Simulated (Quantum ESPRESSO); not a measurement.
# GaAs (F-43m) in Quantum ESPRESSO: a series of runs

One crystal, GaAs, is run at these levels: PBE; tasks: single point.

Program: Quantum ESPRESSO 7.5. These are calculated values, not measurements. Logs are shortened: lines on timing, memory, paths and dates and some standing lists are left out, and cuts for length are marked.

**What was measured.**

“Evidence of valence band perturbations in GaAsN/GaAs(001): A combined variable-angle spectroscopic ellipsometry and modulated photoreflectance investigation”, 2008, arxiv:0805.2212 reports, for a bulk crystal of GaAs at 300 K: band gap 1.418 ± 0.005 eV (direct).

The results are compared with them further down.

## Step 1: The structure

It takes space group F-43m (No. 216, cubic). Conventional cell: a = 5.654 Å, b = 5.654 Å, c = 5.654 Å, α = 90.00°, β = 90.00°, γ = 90.00°. As (site symmetry -43m) has 4 Ga at 2.45 Å as nearest neighbours. Ga (site symmetry -43m) has 4 As at 2.45 Å as nearest neighbours.

## Step 2: Single point, PBE

File scf.in:

```
&CONTROL
  calculation = 'scf'
  prefix = 'pwscf'
  outdir = './tmp'
  pseudo_dir = './pseudo'
/
&SYSTEM
  ibrav = 0
  nat = 2
  ntyp = 2
  ecutwfc = 84
  nbnd = 21
  occupations = 'smearing'
  smearing = 'fd'
  degauss = 0.00367493
  force_symmorphic = .true.
/
&ELECTRONS
  conv_thr = 4d-10
  electron_maxstep = 120
  mixing_beta = 0.5
/
ATOMIC_SPECIES
As    74.9216 As.upf
Ga    69.7230 Ga.upf
CELL_PARAMETERS angstrom
   0.0000000000    2.8268500000    2.8268500000
   2.8268500000    0.0000000000    2.8268500000
   2.8268500000    2.8268500000    0.0000000000
ATOMIC_POSITIONS crystal
As     0.7500000000    0.7500000000    0.7500000000
Ga     0.0000000000    0.0000000000    0.0000000000
K_POINTS automatic
12 12 12 0 0 0
```

File nscf.in:

```
&CONTROL
  calculation = 'nscf'
  prefix = 'pwscf'
  outdir = './tmp'
  pseudo_dir = './pseudo'
/
&SYSTEM
  ibrav = 0
  nat = 2
  ntyp = 2
  ecutwfc = 84
  nbnd = 44
  occupations = 'fixed'
  force_symmorphic = .true.
/
&ELECTRONS
  conv_thr = 1d-08
  diago_full_acc = .true.
  diago_thr_init = 1d-06
/
ATOMIC_SPECIES
As    74.9216 As.upf
Ga    69.7230 Ga.upf
CELL_PARAMETERS angstrom
   0.0000000000    2.8268500000    2.8268500000
   2.8268500000    0.0000000000    2.8268500000
   2.8268500000    2.8268500000    0.0000000000
ATOMIC_POSITIONS crystal
As     0.7500000000    0.7500000000    0.7500000000
Ga     0.0000000000    0.0000000000    0.0000000000
K_POINTS automatic
12 12 12 0 0 0
```

Potentials or basis: PseudoDojo 0.4.1 SR PBE standard.

Launch:

```console
$ OMP_NUM_THREADS=1 pw.x -in scf.in > scf.out
$ OMP_NUM_THREADS=1 pw.x -in nscf.in > nscf.out
```

scf.out:

```text
This program is part of the open-source Quantum ESPRESSO suite
     for quantum simulation of materials; please cite
[... 9 lines left out ...]
     --------------------
     sticks:   dense  smooth     PW     G-vecs:    dense   smooth      PW
     Sum        1333    1333    379                31775    31775    5029

     Using Slab Decomposition

     bravais-lattice index     =            0
     lattice parameter (alat)  =       7.5547  a.u.
     unit-cell volume          =     304.8842 (a.u.)^3
     number of atoms/cell      =            2
     number of atomic types    =            2
     number of electrons       =        28.00
     number of Kohn-Sham states=           21
     kinetic-energy cutoff     =      84.0000  Ry
     charge density cutoff     =     336.0000  Ry
     scf convergence threshold =      4.0E-10
     mixing beta               =       0.5000
     number of iterations used =            8  plain     mixing
     Exchange-correlation= PBE
                           (   1   4   3   4   0   0   0)

     celldm(1)=   7.554690  celldm(2)=   0.000000  celldm(3)=   0.000000
     celldm(4)=   0.000000  celldm(5)=   0.000000  celldm(6)=   0.000000

     crystal axes: (cart. coord. in units of alat)
               a(1) = (   0.000000   0.707107   0.707107 )
               a(2) = (   0.707107   0.000000   0.707107 )
               a(3) = (   0.707107   0.707107   0.000000 )

     reciprocal axes: (cart. coord. in units 2 pi/alat)
               b(1) = ( -0.707107  0.707107  0.707107 )
               b(2) = (  0.707107 -0.707107  0.707107 )
               b(3) = (  0.707107  0.707107 -0.707107 )

     PseudoPot. # 1 for As read from file:
     As.upf
     Pseudo is Norm-conserving + core correction, Zval = 15.0
     Generated using ONCVPSP code by D. R. Hamann
     Using radial grid of 1358 points,  6 beta functions with:
                l(1) =   0
                l(2) =   0
                l(3) =   1
                l(4) =   1
                l(5) =   2
                l(6) =   2

     PseudoPot. # 2 for Ga read from file:
     Ga.upf
     Pseudo is Norm-conserving + core correction, Zval = 13.0
     Generated using ONCVPSP code by D. R. Hamann
     Using radial grid of 1902 points,  6 beta functions with:
                l(1) =   0
                l(2) =   0
                l(3) =   1
                l(4) =   1
                l(5) =   2
                l(6) =   2

     atomic species   valence    mass     pseudopotential
     As               15.00    74.92160     As( 1.00)
     Ga               13.00    69.72300     Ga( 1.00)

     24 Sym. Ops. (no inversion) found

   Cartesian axes

     site n.     atom                  positions (alat units)
         1        As     tau(   1) = (   1.0606602   1.0606602   1.0606602  )
         2        Ga     tau(   2) = (   0.0000000   0.0000000   0.0000000  )

     number of k points=    72  Fermi-Dirac smearing, width (Ry)=  0.0037
                       cart. coord. in units 2pi/alat
        k(    1) = (   0.0000000   0.0000000   0.0000000), wk =   0.0011574
        k(    2) = (   0.0589256   0.0589256  -0.0589256), wk =   0.0092593
        k(    3) = (   0.1178511   0.1178511  -0.1178511), wk =   0.0092593
        k(    4) = (   0.1767767   0.1767767  -0.1767767), wk =   0.0092593
        k(    5) = (   0.2357023   0.2357023  -0.2357023), wk =   0.0092593
        k(    6) = (   0.2946278   0.2946278  -0.2946278), wk =   0.0092593
[... 64 lines left out ...]
        k(   71) = (  -0.7071068   0.2357023   0.0000000), wk =   0.0138889
        k(   72) = (  -0.7071068   0.3535534   0.0000000), wk =   0.0069444

     Dense  grid:    31775 G-vectors     FFT dimensions: (  45,  45,  45)

     Initial potential from superposition of free atoms

     starting charge      27.9971, renormalised to      28.0000
     Starting wfcs are   18 randomized atomic wfcs +    3 random wfcs

     Self-consistent Calculation

     iteration #  1     ecut=    84.00 Ry     beta= 0.50
     Davidson diagonalization with overlap
     ethr =  1.00E-02,  avg # of iterations =  5.3

     Threshold (ethr) on eigenvalues was too large:
     Diagonalizing with lowered threshold

     Davidson diagonalization with overlap
     ethr =  1.71E-04,  avg # of iterations =  3.2

     total energy              =    -365.12317699 Ry
     estimated scf accuracy    <       0.04799251 Ry

     iteration #  2     ecut=    84.00 Ry     beta= 0.50
     Davidson diagonalization with overlap
     ethr =  1.71E-04,  avg # of iterations =  2.0
[... 43 lines left out ...]
     total energy              =    -365.12931366 Ry
     estimated scf accuracy    <          7.6E-10 Ry

     iteration #  9     ecut=    84.00 Ry     beta= 0.50
     Davidson diagonalization with overlap
     ethr =  2.71E-12,  avg # of iterations =  2.1

     End of self-consistent calculation

          k = 0.0000 0.0000 0.0000 (  3839 PWs)   bands (ev):

   -26.4175 -26.4175 -26.4175 -26.4080 -26.4080  -6.0117  -6.0117  -6.0117
    -5.9342  -5.9342  -3.9285   8.7982   8.7982   8.7982   9.3147  12.5439
    12.5439  12.5439  16.4045  18.9662  18.9662

          k = 0.0589 0.0589-0.0589 (  3915 PWs)   bands (ev):

   -26.4175 -26.4174 -26.4174 -26.4080 -26.4080  -6.0180  -6.0100  -6.0100
    -5.9343  -5.9343  -3.8467   7.5861   8.6851   8.6851  10.1566  12.6980
    12.7125  12.7125  16.8713  18.4256  18.4256
[... 139 lines left out ...]
          k =-0.0589-0.2946 0.2946 (  3966 PWs)   bands (ev):

   -26.4173 -26.4168 -26.4168 -26.4079 -26.4077  -6.0769  -5.9930  -5.9917
    -5.9367  -5.9322  -2.6961   3.7170   6.1835   7.9412  11.4122  13.6897
    13.8178  14.7958  17.0536  19.1779  20.5460

          k = 0.0000-0.2357 0.2357 (  3949 PWs)   bands (ev):

   -26.4174 -26.4170 -26.4169 -26.4079 -26.4077  -6.0612  -5.9988  -5.9955
    -5.9371  -5.9322  -3.1127   4.6841   6.7109   8.2723  11.3858  13.3017
    13.3918  14.4626  16.8496  18.6954  19.4617

          k = 0.3536 0.0000 0.0000 (  3976 PWs)   bands (ev):

   -26.4179 -26.4166 -26.4166 -26.4082 -26.4075  -6.0753  -5.9875  -5.9875
    -5.9458  -5.9280  -3.0023   4.7120   7.1117   7.1117  10.7893  12.0727
    15.4186  15.4186  16.2515  19.9853  20.2374

          k = 0.4125 0.0589-0.0589 (  3977 PWs)   bands (ev):

   -26.4180 -26.4164 -26.4164 -26.4082 -26.4074  -6.0885  -5.9825  -5.9816
    -5.9482  -5.9266  -2.6596   3.9454   6.6772   6.8591  10.8231  11.9767
    15.3935  15.9270  17.4956  20.3603  20.9333
[... 19 lines left out ...]
          k =-0.0589-0.4125 0.4125 (  3965 PWs)   bands (ev):

   -26.4171 -26.4167 -26.4164 -26.4078 -26.4076  -6.0976  -5.9857  -5.9807
    -5.9369  -5.9336  -1.9147   2.6016   5.1541   7.2158  11.3282  14.3246
    15.0386  15.8603  17.7082  17.9731  21.5511

          k = 0.0000-0.3536 0.3536 (  3955 PWs)   bands (ev):

   -26.4171 -26.4168 -26.4166 -26.4078 -26.4077  -6.0885  -5.9883  -5.9864
    -5.9361  -5.9339  -2.2924   3.1610   5.4409   7.5808  11.5358  14.4254
    14.4708  14.6479  17.2180  19.1659  21.5226

          k = 0.4714 0.0000-0.0000 (  3980 PWs)   bands (ev):

   -26.4181 -26.4162 -26.4162 -26.4083 -26.4072  -6.1005  -5.9750  -5.9750
    -5.9527  -5.9249  -2.3732   3.4478   6.5768   6.5768  10.3823  11.4502
    16.8389  16.8389  17.4414  20.7633  21.9023
[... 31 lines left out ...]
          k =-0.0589-0.6482 0.6482 (  3976 PWs)   bands (ev):

   -26.4182 -26.4158 -26.4158 -26.4084 -26.4071  -6.1202  -5.9660  -5.9639
    -5.9570  -5.9228  -1.5076   2.1224   5.8904   6.2017  10.3992  10.9306
    18.1031  18.3853  19.6294  21.6000  21.7590

          k = 0.0000-0.5893 0.5893 (  3959 PWs)   bands (ev):

   -26.4180 -26.4159 -26.4158 -26.4083 -26.4071  -6.1175  -5.9705  -5.9654
    -5.9530  -5.9248  -1.4225   2.0744   5.3402   6.3156  10.5461  12.0019
    17.5649  17.7901  18.5724  20.3783  22.4345

          k =-0.7071 0.0000 0.0000 (  3984 PWs)   bands (ev):

   -26.4183 -26.4157 -26.4157 -26.4085 -26.4070  -6.1231  -5.9623  -5.9623
    -5.9599  -5.9218  -1.4320   1.9894   6.1251   6.1251  10.2721  10.4639
    18.9755  18.9755  19.7755  22.1208  22.2403

          k = 0.2357 0.1179 0.0000 (  3960 PWs)   bands (ev):

   -26.4176 -26.4171 -26.4170 -26.4080 -26.4077  -6.0494  -6.0010  -5.9987
    -5.9384  -5.9315  -3.4021   5.5792   7.4205   8.1395  11.4364  12.1268
    13.8564  14.2392  16.6768  18.6380  18.8237

          k = 0.2946 0.1768-0.0589 (  3955 PWs)   bands (ev):

   -26.4175 -26.4169 -26.4168 -26.4080 -26.4077  -6.0661  -5.9962  -5.9935
    -5.9392  -5.9306  -3.0411   4.4910   6.8700   7.8922  11.4648  12.5905
    14.2563  14.4716  17.0522  18.8627  19.6084
[... 13 lines left out ...]
          k =-0.2357-0.3536 0.4714 (  3972 PWs)   bands (ev):

   -26.4172 -26.4167 -26.4165 -26.4078 -26.4076  -6.0953  -5.9896  -5.9860
    -5.9344  -5.9305  -2.0076   2.2588   6.3122   7.2927  11.1243  13.0460
    14.2970  16.8510  18.3093  19.5838  20.6697

          k = 0.3536 0.1179 0.0000 (  3967 PWs)   bands (ev):

   -26.4178 -26.4166 -26.4166 -26.4081 -26.4075  -6.0759  -5.9896  -5.9880
    -5.9440  -5.9284  -2.9149   4.4144   6.7460   7.3237  11.3544  12.2031
    14.5198  15.2875  17.0680  19.7794  20.1971

          k = 0.4125 0.1768-0.0589 (  3964 PWs)   bands (ev):

   -26.4177 -26.4165 -26.4164 -26.4081 -26.4075  -6.0884  -5.9865  -5.9830
    -5.9443  -5.9278  -2.5101   3.5525   6.2093   7.0697  11.5486  12.5969
    14.2554  15.6988  18.0638  20.2141  20.8790
[... 19 lines left out ...]
          k =-0.0589-0.2946 0.4125 (  3960 PWs)   bands (ev):

   -26.4173 -26.4167 -26.4164 -26.4079 -26.4076  -6.0910  -5.9884  -5.9837
    -5.9390  -5.9310  -2.2411   3.0370   5.6113   7.3050  11.8549  13.2562
    14.3839  15.5320  17.7946  19.3396  21.2022

          k = 0.0000-0.2357 0.3536 (  3959 PWs)   bands (ev):

   -26.4174 -26.4167 -26.4166 -26.4080 -26.4076  -6.0797  -5.9914  -5.9885
    -5.9399  -5.9304  -2.6652   3.7961   6.0537   7.6435  11.8982  12.8518
    14.1327  14.9542  17.2306  19.7888  20.5162

          k = 0.4714 0.1179-0.0000 (  3974 PWs)   bands (ev):

   -26.4180 -26.4163 -26.4162 -26.4083 -26.4073  -6.0993  -5.9784  -5.9761
    -5.9501  -5.9257  -2.3065   3.3198   6.2345   6.6154  10.9634  11.8208
    15.3992  16.7898  18.2963  21.0449  21.4159
[... 37 lines left out ...]
          k =-0.0000-0.4714 0.5893 (  3975 PWs)   bands (ev):

   -26.4176 -26.4163 -26.4159 -26.4082 -26.4073  -6.1115  -5.9774  -5.9687
    -5.9470  -5.9284  -1.4491   2.1799   4.9921   6.2776  11.2420  13.4745
    15.9784  16.2919  18.3378  19.9191  22.7643

          k =-0.7071 0.1179-0.0000 (  3972 PWs)   bands (ev):

   -26.4182 -26.4159 -26.4157 -26.4084 -26.4071  -6.1202  -5.9665  -5.9651
    -5.9552  -5.9234  -1.4179   2.0320   5.8805   5.9294  10.7912  10.9913
    17.9257  18.0348  19.7877  21.2505  22.1895

          k =-0.2357-0.4714 0.7071 (  3951 PWs)   bands (ev):

   -26.4176 -26.4165 -26.4162 -26.4081 -26.4074  -6.0974  -5.9843  -5.9777
    -5.9444  -5.9284  -2.1227   3.0025   5.5946   6.7533  12.2377  12.6672
    13.9073  16.6401  18.2107  19.9497  21.9580
[... 19 lines left out ...]
          k =-0.0589-0.4125 0.6482 (  3968 PWs)   bands (ev):

   -26.4174 -26.4166 -26.4158 -26.4081 -26.4074  -6.1099  -5.9799  -5.9687
    -5.9451  -5.9297  -1.4501   2.2217   5.1299   5.8623  12.3847  13.5275
    14.5328  15.9052  18.9294  21.1456  21.7548

          k = 0.0000-0.3536 0.5893 (  3972 PWs)   bands (ev):

   -26.4172 -26.4168 -26.4158 -26.4080 -26.4074  -6.1075  -5.9819  -5.9701
    -5.9433  -5.9309  -1.5167   2.2974   5.0197   6.0639  12.5899  13.9070
    14.1553  15.8076  18.4721  20.1281  22.6785

          k =-0.7071 0.2357 0.0000 (  3980 PWs)   bands (ev):

   -26.4177 -26.4163 -26.4157 -26.4082 -26.4072  -6.1139  -5.9754  -5.9671
    -5.9485  -5.9274  -1.3893   2.1249   5.4590   5.6033  12.0825  12.2585
    15.9232  16.2222  19.8426  21.0935  22.1399

          k =-0.7071 0.3536 0.0000 (  3972 PWs)   bands (ev):

   -26.4172 -26.4168 -26.4157 -26.4081 -26.4074  -6.1105  -5.9802  -5.9677
    -5.9445  -5.9305  -1.3747   2.1762   5.2685   5.4622  13.4243  13.5256
    14.2204  14.8538  19.8737  21.0824  22.1188

     the Fermi energy is     9.1012 ev

!    total energy              =    -365.12931366 Ry
     estimated scf accuracy    <          6.3E-12 Ry
     smearing contrib. (-TS)   =      -0.00000079 Ry
     internal energy E=F+TS    =    -365.12931287 Ry

     The total energy is F=E-TS. E is the sum of the following terms:
     one-electron contribution =    -192.05325848 Ry
     hartree contribution      =     114.71798886 Ry
     xc contribution           =     -89.44120946 Ry
     ewald contribution        =    -198.35283378 Ry

     convergence has been achieved in   9 iterations

=------------------------------------------------------------------------------=
   JOB DONE.
=------------------------------------------------------------------------------=
```

Wall time 2.5 min (1 thread of Arm Neoverse V2, shared host); peak memory 0.14 GiB.

What came out:

```yaml
Band_gap_on_the_k_mesh_mean-field_level: 0.52 eV, direct
```

(Continued in part 2 of 2.)
